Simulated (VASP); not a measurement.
# MgO (R3m) in VASP: further runs, part 2 of 2

VASP 6.6.1.

**3. Single point, HSE06 (epitaxial_111 strain +4.1%)**

The input, POSCAR:

```
MgO
1.0
   -0.0970527184      2.2787433767      2.2787433767
    2.2787433767     -0.0970527184      2.2787433767
    2.2787433767      2.2787433767     -0.0970527184
Mg O
1 1
Direct
   -0.0035986036     -0.0035986036     -0.0035986036
    0.2535986036      0.2535986036      0.2535986036
```

The input, INCAR.step1:

```
SYSTEM = MgO
PREC     = Accurate       ! precision mode
ENCUT    = 520            ! plane-wave cutoff, eV
EDIFF    = 1E-5           ! SCF threshold, eV
ISMEAR   = 0              ! smearing method
SIGMA    = 0.01           ! smearing width, eV
LREAL    = .False.        ! projectors in reciprocal space
LASPH    = .True.         ! aspherical terms in the spheres
NELM     = 100            ! most SCF steps
ALGO     = Normal         ! electronic algorithm
ISIF     = 2              ! what is computed and relaxed
LWAVE    = .True.         ! write WAVECAR
GGA      = PE             ! functional
NBANDS   = 11             ! bands
```

The input, INCAR.step2:

```
SYSTEM = MgO
PREC     = Accurate       ! precision mode
ENCUT    = 520            ! plane-wave cutoff, eV
EDIFF    = 1E-6           ! SCF threshold, eV
ISMEAR   = 0              ! smearing method
SIGMA    = 0.01           ! smearing width, eV
LREAL    = .False.        ! projectors in reciprocal space
LASPH    = .True.         ! aspherical terms in the spheres
NELM     = 100            ! most SCF steps
ALGO     = Normal         ! electronic algorithm
ISIF     = 2              ! what is computed and relaxed
LWAVE    = .False.        ! write WAVECAR
LCHARG   = .True.         ! write CHGCAR
GGA      = PE             ! functional
LHFCALC  = .True.         ! exact exchange
HFSCREEN = 0.2079         ! screening, 1/A
PRECFOCK = Normal       
LELF     = .True.         ! ELF
LVHAR    = .True.       
ISTART   = 1            
NBANDS   = 11             ! bands
```

The input, KPOINTS:

```
Automatic mesh
0
Gamma
  6 6 6
  0 0 0
```

Potentials or basis: VASP PAW PBE potentials, release 64 (Mg, O).

On the command line:

```sh
$ cat potpaw_PBE.64/Mg/POTCAR potpaw_PBE.64/O/POTCAR > POTCAR
$ cp INCAR.step1 INCAR
$ mpirun -np 1 vasp_std > vasp.out
$ cp INCAR.step2 INCAR
$ mpirun -np 1 vasp_std > vasp.out
```

OUTCAR:

```text
SYSTEM = MgO
   PREC = Accurate
   ENCUT = 520
   EDIFF = 1E-6
   ISMEAR = 0
   LREAL = .False.
   LASPH = .True.
   NELM = 100
   ISIF = 2
   GGA = PE
   LHFCALC = .True.
   HFSCREEN = 0.2079
   PRECFOCK = Normal
   ISTART = 1

 ion  position               nearest neighbor table
   1  0.996  0.996  0.996-   2 1.99   2 2.03   2 2.03   2 2.03
   2  0.254  0.254  0.254-   1 1.99   1 2.03   1 2.03   1 2.03

  LATTYP: Found a trigonal (rhomboedric) cell.
 ALAT       =     3.2240908771
 COS(alpha) =     0.4569950621

  Lattice vectors:

 A1 = (  -0.0970527184,   2.2787433767,   2.2787433767)
 A2 = (   2.2787433767,  -0.0970527184,   2.2787433767)
 A3 = (   2.2787433767,   2.2787433767,  -0.0970527184)

Analysis of symmetry for initial positions (statically):
=====================================================================
 Subroutine PRICEL returns:
 Original cell was already a primitive cell.

 Routine SETGRP: Setting up the symmetry group for a
 trigonal (rhombohedral) supercell.

 Subroutine GETGRP returns: Found  6 space group operations
 (whereof  6 operations were pure point group operations)
[... 176 lines left out ...]
 cond. band min:       4.1383548024   @ k =   0.0000   0.0000   0.0000
 fundamental gap:      4.6488483127
 Fermi energy:        -0.4191204912

 k-point     1 :       0.0000    0.0000    0.0000
  band No.  band energies     occupation
      1     -17.9193      2.00000
      2      -0.7853      2.00000
      3      -0.7853      2.00000
      4      -0.5105      2.00000
      5       4.1384      0.00000
      6      16.8772      0.00000
      7      16.8772      0.00000
      8      18.6170      0.00000
      9      20.6205      0.00000
     10      20.6205      0.00000
     11      21.3641      0.00000
[... 309 lines left out ...]
 k-point    24 :      -0.3333    0.5000    0.1667
  band No.  band energies     occupation
      1     -17.1048      2.00000
      2      -2.8633      2.00000
      3      -2.0119      2.00000
      4      -1.6558      2.00000
      5       8.0064      0.00000
      6      12.4040      0.00000
      7      14.5603      0.00000
      8      15.2088      0.00000
      9      19.2065      0.00000
     10      23.4087      0.00000
     11      24.3485      0.00000

 [... further k-points ...]
[... 5 lines left out ...]
  --------------------------------------------------------------------------------------
  -------------------------------------------------------------------------------------
  Total       -1.0620778     -1.0620778     -1.0620778      0.5219347      0.5219347      0.5219347
  in kB      -67.5882926    -67.5882926    -67.5882926     33.2147752     33.2147752     33.2147752
  external PRESSURE =     -67.5882926 kB  Pullay stress =       0.0000000 kB

 VOLUME and BASIS-vectors are now :
 -----------------------------------------------------------------------------
  energy-cutoff  :      520.00
  volume of cell :       25.18
      direct lattice vectors                 reciprocal lattice vectors
    -0.097052718  2.278743377  2.278743377    -0.205876552  0.215034991  0.215034991
     2.278743377 -0.097052718  2.278743377     0.215034991 -0.205876552  0.215034991
     2.278743377  2.278743377 -0.097052718     0.215034991  0.215034991 -0.205876552

 POSITION                                       TOTAL-FORCE (eV/Angst)
 -----------------------------------------------------------------------------------
      4.44438      4.44438      4.44438         0.003572      0.003572      0.003572
      1.13116      1.13116      1.13116        -0.003572     -0.003572     -0.003572
 -----------------------------------------------------------------------------------
    total drift:                                0.000046      0.000047      0.000046

  FREE ENERGIE OF THE ION-ELECTRON SYSTEM (eV)
  ---------------------------------------------------
  free  energy   TOTEN  =       -13.8765995857 eV

  energy  without entropy=      -13.8765995857  energy(sigma->0) =      -13.87659959
```

Wall time 7.4 min (1 thread of AMD EPYC 9R45 (Zen 5), shared host); peak memory 0.22 GiB.

Results:

```yaml
Free_energy: -13.8766 eV
Pressure: -6.8 GPa
Largest_force: 0.006 eV/Å
Band_gap_on_the_k_mesh: 4.65 eV, direct
```

Forces on the atoms (eV/Å):
```
Mg   0.004  0.004  0.004
O   -0.004 -0.004 -0.004
```

Levels at points of the mesh, in eV from the valence-band top:
```tsv
k point	band 1	band 2	band 3	band 4	band 5	band 6	band 7	band 8	band 9
(0.00, 0.00, 0.00)	-17.41	-0.27	-0.27	0.00	4.65	17.39	17.39	19.13	21.13
(0.50, 0.00, 0.00)	-16.81	-3.30	-0.40	-0.26	9.93	10.81	15.62	16.59	20.78
(0.50, 0.50, 0.00)	-16.60	-2.74	-1.14	-0.80	7.49	12.88	15.21	17.56	18.36
(0.50, 0.50, 0.50)	-16.70	-3.13	-0.56	-0.56	9.92	11.14	15.21	15.21	20.54
```

Caveat: the PAW data sets were made with another functional, which shifts forces and pressure a little.
